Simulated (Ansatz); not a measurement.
**BeSe (F-43m): zero-pressure volume and bulk modulus with BLYP**

One table from this session's results is given with a row withheld; the runs are named, their logs left out.

Program: Ansatz 0.2.0. Level of theory: DFT BLYP, scalar-relativistic, plane waves, PAW. These are calculated values, not measurements.

## Starting point

The structure is cubic, space group F-43m (No. 216). Conventional cell: a = 5.070 Å, b = 5.070 Å, c = 5.070 Å, α = 90.00°, β = 90.00°, γ = 90.00°. Around Be (site symmetry -43m) lie 4 Se at 2.20 Å. Se (site symmetry -43m) has 4 Be at 2.20 Å in its first shell of neighbours.

Structure file:

```
CELL_PARAMETERS angstrom
0.00000 2.53500 2.53500
2.53500 0.00000 2.53500
2.53500 2.53500 0.00000
ATOMIC_POSITIONS crystal
Be 0.00000 0.00000 0.00000
Se 0.75000 0.75000 0.75000
```

An earlier run on this cell at PBE gave 5.36 GPa at 16.291 Å³/atom (8×8×8 mesh), mesh gap 2.54 eV. The cell is compressed at this level.

Set-up of the first run:

input.yaml

```yaml
crystal:
  lattice:
    - [0.0, 2.535001018, 2.535001018]
    - [2.535001018, 0.0, 2.535001018]
    - [2.535001018, 2.535001018, 0.0]
  atoms:
    - { symbol: Be, position: [0.0, 0.0, 0.0] }
    - { symbol: Se, position: [0.75, 0.75, 0.75] }
basis:
  ecutwfc: 420
  ecutrho_ratio: 4
kpoints:
  mp_grid: { grid: [8, 8, 8] }
hamiltonian:
  xc: blyp
scf:
  occupations: { method: gaussian, width: 0.05 }
output:
  forces: true
  stress: true
  eigenvalues: true
```

Started as:

```bash
> ansatz run input.yaml --threads 4 --pin off --max-ram 8192MiB --backend cpu --events-out ev --progress --plain --runs-dir out
```

Steps of the session up to this table: At the given cell; Stepping to 17.207 Å³/atom; Stepping to 18.041 Å³/atom; Stepping to 18.005 Å³/atom; Volume × 0.98 of the new zero; Volume × 1.02 of the new zero; Volume × 0.96 of the new zero; Volume × 1.04 of the new zero.

One of the session's tables, all rows but one given; the rest of the session is left out.

It belongs to the step «Energy and pressure against volume». 

| volume (Å³/atom) | energy (meV/atom) | pressure (GPa) |
| --- | --- | --- |
| 17.285 | 6.68 | 3.07 |
| 17.645 | 1.62 | 1.46 |
| 18.005 | 0.00 | 0.00 |
| 18.365 | ? | ? |
| 18.725 | 5.84 | -2.51 |

**Question.** Estimate the row for volume (Å³/atom) = 18.365.

Worked estimate for «energy (meV/atom)». A straight line through the neighbours (18.005, 0.00) and (18.725, 5.84) gives 0.00 + (5.84 − 0.00) × (18.365 − 18.005) / (18.725 − 18.005) = 2.92; a parabola fitted to 3 rows on both sides gives 1.41.

As computed: energy (meV/atom): 1.51; pressure (GPa): -1.32. In «energy (meV/atom)» the line misses by +1.41 and the parabola by -0.10.
